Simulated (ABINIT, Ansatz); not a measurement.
# AlN (P6_3mc): G0W0 on several meshes in ABINIT, part 2 of 2

Wanted: mesh dependence and cost of G0W0 for AlN (P6_3mc).

ABINIT 10.8.3; PBE and many-body steps on it, plane waves. Known limits of the many-body steps: not at the basis limit; coarse k mesh.

So far. Step 4 (6×6×4): The gap on the mesh goes from 4.22 eV to 5.63 eV, a correction of +1.41 eV. Step 5 (Empty states on the mesh, 3×3×2 mesh, 237 bands): On this mesh the gap is 4.220 eV.

The database entry behind the starting cell differs from later determinations by our own check (inner coordinate u about 0.002 short), so it need not match the best structure at ambient conditions.

## Step 6: Screening, 3×3×2 mesh, 229 bands, screening to 247.6 eV

This step: RPA screening on PBE, plane waves, norm-conserving pseudopotentials.

Input file run.abi:

```
acell 3*1.0 Angstrom
rprim 
  3.113000000011 -0.000000000003 0.000000000000
  -1.556500000003 2.695937081992 0.000000000000
  0.000000000000 0.000000000000 4.981000000000
ntypat 2
znucl 13 7
natom 4
typat 1 1 2 2
xred 
  0.333333333333 0.666666666667 0.000000000000
  0.666666666667 0.333333333333 0.500000000000
  0.333333333333 0.666666666667 0.380000000000
  0.666666666667 0.333333333333 0.880000000000
pp_dirpath "pseudos"
pseudos "Al.upf, N.upf"
ecut 36
ngkpt 3 3 2
nshiftk 1
shiftk 0 0 0
kptopt 1
chksymbreak 0
istwfk *1
occopt 1
irdwfk 1
optdriver 3
nband 229
ecuteps 9.1
inclvkb 2
awtr 1
symchi 1
indata_prefix "in"
outdata_prefix "out"
tmpdata_prefix "tmp"
```

On the command line:

```sh
OMP_NUM_THREADS=1 mpirun -n 4 abinit run.abi > log
```

The log of the run:

```text
.Version 10.8.3 of ABINIT. v10.8.2 released Aug 2026.

 Symmetries : space group P6_3 m c (#186); Bravais hP (primitive hexag.)
[... echo of the input left out ...]
== DATASET  1 ==================================================================
-   mpi_nproc: 4, omp_nthreads: 1 (-1 if OMP is not activated)

--- !DatasetInfo
iteration_state: {dtset: 1, }
dimensions: {natom: 4, nkpt: 6, mband: 229, nsppol: 1, nspinor: 1, nspden: 1, mpw: 2934, }
cutoff_energies: {ecut:  36.0, pawecutdg:  -1.0, }
electrons: {nelect:   1.60000000E+01, charge:   0.00000000E+00, occopt:   1.00000000E+00, tsmear:   1.00000000E-02, }

 SCREENING: Calculation of the susceptibility and dielectric matrices

 Based on a program developped by R.W. Godby, V. Olevano, G. Onida, and L. Reining.
 Incorporated in ABINIT by V. Olevano, G.-M. Rignanese, and M. Torrent.
.Using double precision arithmetic ; gwpc =  8

[... cell and pseudopotentials left out ...]
--------------------------------------------------------------------------------

 ==== K-mesh for the wavefunctions ====
 Number of points in the irreducible wedge :     6
[... list of points left out ...]
 Together with 12 symmetry operations and time-reversal symmetry
 yields    18 points in the full Brillouin Zone.

 ==== Q-mesh for the screening function ====
 Number of points in the irreducible wedge :     6
[... list of points left out ...]
 Together with 12 symmetry operations and time-reversal symmetry
 yields    18 points in the full Brillouin Zone.

 setmesh: FFT mesh size selected  =    24x   24x   40
          total number of points  =        23040

 vcoul_init : cutoff-mode = AUXILIARY_FUNCTION
 q-points for optical limit:   1
     1)      0.000010    0.000020    0.000030

- screening: taking advantage of time-reversal symmetry
- Maximum band index for partially occupied states nbvw = 8
- Remaining bands to be divided among processors   nbcw = 221
- Number of bands treated by each node ~55

 Number of electrons calculated from density =   16.0000; Expected =   16.0000
 average of density, n =  0.056718
 r_s =    1.6146
 omega_plasma =   22.9728 [eV]

 calculating chi0 at frequencies [eV] :
  1    0.000000E+00    0.000000E+00
  2    0.000000E+00    2.297283E+01

--------------------------------------------------------------------------------
  q-point number  1        q = ( 0.000000, 0.000000, 0.000000) [r.l.u.]
--------------------------------------------------------------------------------
[... chi0 elements left out ...]
 For q-point:  0.000010 0.000020 0.000030
  dielectric constant =   4.9067
  dielectric constant without local fields =   5.3915

  Average fulfillment of the sum rule on Im[epsilon] for q-point    1 :     92.49  [%]
[... wings left out ...]
  q-point number  2        q = ( 0.333333, 0.000000, 0.000000) [r.l.u.]
--------------------------------------------------------------------------------
[... chi0 elements left out ...]
  Average fulfillment of the sum rule on Im[epsilon] for q-point    2 :     94.18  [%]

 [... 4 further q-points ...]
```

Elapsed: 22 s, on 4 MPI ranks of Arm Neoverse V1, shared host; peak memory 0.92 GiB; 86 s of CPU time.

Numbers from this step:

```yaml
eps_infinity_with_local_fields_on_this_mesh_along_the_program_s_q_direction: 4.907
the_same_without_local_fields: 5.391
plasma_frequency: 22.97 eV
plane_waves_in_the_screening_matrix: 373
```

## Step 7: 3×3×2

This step: G0W0 on PBE, plane waves, norm-conserving pseudopotentials.

Edit run.abi of step 6 so:

```diff
@@ -25,8 +25,15 @@
 irdwfk 1
-optdriver 3
+optdriver 4
 nband 229
+gwcalctyp 0
+ecutsigx 36
+symsigma 1
+nkptgw 1
+kptgw 
+  0.0000000000 0.0000000000 0.0000000000
+bdgw 
+  6 10
 ecuteps 9.1
-inclvkb 2
-awtr 1
-symchi 1
+irdscr 1
+ppmodel 1
 indata_prefix "in"
```

The log of the run:

```text
.Version 10.8.3 of ABINIT. v10.8.2 released Aug 2026.

 Symmetries : space group P6_3 m c (#186); Bravais hP (primitive hexag.)
[... echo of the input left out ...]
== DATASET  1 ==================================================================
-   mpi_nproc: 4, omp_nthreads: 1 (-1 if OMP is not activated)

--- !DatasetInfo
iteration_state: {dtset: 1, }
dimensions: {natom: 4, nkpt: 6, mband: 229, nsppol: 1, nspinor: 1, nspden: 1, mpw: 2934, }
cutoff_energies: {ecut:  36.0, pawecutdg:  -1.0, }
electrons: {nelect:   1.60000000E+01, charge:   0.00000000E+00, occopt:   1.00000000E+00, tsmear:   1.00000000E-02, }

 SIGMA: Calculation of the GW corrections

 Based on a program developped by R.W. Godby, V. Olevano, G. Onida, and L. Reining.
 Incorporated in ABINIT by V. Olevano, G.-M. Rignanese, and M. Torrent.
.Using double precision arithmetic ; gwpc =  8

[... cell and pseudopotentials left out ...]
--------------------------------------------------------------------------------

 ==== K-mesh for the wavefunctions ====
 Number of points in the irreducible wedge :     6
[... list of points left out ...]
 Together with 12 symmetry operations and time-reversal symmetry
 yields    18 points in the full Brillouin Zone.

 ==== Q-mesh for screening function ====
 Number of points in the irreducible wedge :     6
[... list of points left out ...]
 Together with 12 symmetry operations and time-reversal symmetry
 yields    18 points in the full Brillouin Zone.

 vcoul_init : cutoff-mode = AUXILIARY_FUNCTION
 q-points for optical limit:   1
     1)      0.000010    0.000020    0.000030
 setmesh: FFT mesh size selected  =    27x   27x   54
          total number of points  =        39366

 Number of electrons calculated from density =   16.0000; Expected =   16.0000
[...]
number of q-points in IBZ                           6
 number of symmetry operations                      12
 number of k-points in BZ                           18
 number of q-points in BZ                           18
 number of frequencies for dSigma/dE                 9
 frequency step for dSigma/dE [eV]                0.25
 number of omega for Sigma on real axis              0
 max omega for Sigma on real axis  [eV]           0.00
 zcut for avoiding poles [eV]                     0.10

 EPSILON^-1 parameters (SCR file):
 dimension of the eps^-1 matrix on file            373
 dimension of the eps^-1 matrix used               373
 number of plane-waves for wavefunctions          2863
 number of bands                                   229
 number of q-points in IBZ                           6
 number of frequencies                               2
 number of real frequencies                          1
 number of imag frequencies                          1

 matrix elements of self-energy operator (all in [eV])

 Perturbative Calculation

--- !SelfEnergy_ee
iteration_state: {dtset: 1, }
kpoint     : [   0.000,    0.000,    0.000, ]
spin       : 1
KS_gap     :    4.220
QP_gap     :    5.539
Delta_QP_KS:    1.319
data: !SigmaeeData |
     Band     E0 <VxcDFT>   SigX SigC(E0)      Z dSigC/dE  Sig(E)    E-E0       E
        6   5.135 -16.993 -20.942   3.016   0.787  -0.270 -17.728  -0.735   4.400
        7   5.135 -16.993 -20.942   3.016   0.787  -0.270 -17.728  -0.735   4.400
        8   5.314 -17.084 -20.764   2.845   0.788  -0.269 -17.743  -0.658   4.656
        9   9.535 -12.505  -7.695  -4.001   0.816  -0.226 -11.845   0.660  10.195
       10  11.990 -10.792  -5.535  -4.423   0.825  -0.211 -10.103   0.688  12.679

== END DATASET(S) ==============================================================
================================================================================

 -outvars: echo values of variables after computation  --------
           etotal      0.0000000000E+00
            nband         229
             nkpt           6
          spgroup         186
 [... the other variables as echoed above ...]

 Calculation completed.
```

It took 14 s on 4 MPI ranks; peak memory 0.95 GiB; 55 s of CPU time.

This step gave:

```yaml
g0w0_gap_on_the_points_computed: 5.539 eV
starting_gap_on_the_mesh: 4.220 eV
k_of_the_valence_top: 0, 0, 0
k_of_the_conduction_bottom: 0, 0, 0
z_at_the_valence_top: 0.788
z_at_the_conduction_bottom: 0.816
least_direct_g0w0_gap_on_the_computed_points: 5.539 eV
```

Against G0W0 in ABINIT (6×6×4 mesh, 229 bands, screening to 247.6 eV, Godby-Needs plasmon pole), the gap moves by −0.090 eV.

## Step 8: The runs together

Times are wall times on 4 MPI ranks of Arm Neoverse V1, shared host, good to a factor of about two. A run's time includes the screening step that it read.

| run | mesh | bands | screening cutoff (eV) | DFT gap (eV) | gap on the mesh (eV) | direct (eV) | ε∞ used | time |
| --- | --- | --- | --- | --- | --- | --- | --- | --- |
| 6×6×4 | 6×6×4 | 229 | 247.6 | 4.220 | 5.629 | 5.629 | 4.21 | 8.1 min |
| 3×3×2 | 3×3×2 | 229 | 247.6 | 4.220 | 5.539 | 5.539 | 4.91 | 35 s |

## Step 9: What came out

- 6×6×4: 5.629 eV
- 3×3×2: 5.539 eV
- known limits: not at the basis limit; coarse k mesh

**Reading.** 3×3×2: −0.090 eV against 6×6×4. Bands and cutoff are finite, so the gap is not at the basis limit. The miss can reach some tenths of an eV and take either sign; the mesh is an error of its own. In the G0W0 runs levels were corrected at 1 k point alone, so a gap called «on the mesh» is the least over those, and an edge elsewhere would be missed.

[Paths, hosts, dates, memory and timing lines, banners, echoed tables and standing remarks are left out of the program output.]

[Logs are printed without paths, hosts, clocks, repeated set-up lines and the standing remarks that a program may print on its own settings, such as how far it seeks lower states.]

[Runs of the session that timed out or met a known fault of the program may be left out.]

[Hosts, paths, dates, database ids (printed as entryN), source tags and the programs' standing remarks are cut or masked in the printed files.]

[G0W0 gaps are taken among the corrected bands and points alone; a level outside them can change the order at an edge.]

[Where Ansatz stands beside ABINIT at settings called matched, ABINIT's density can come from a denser mesh and the files from another edition; pairs whose starting gaps differed by over 0.03 eV were left out, so agreement reads better than it is.]
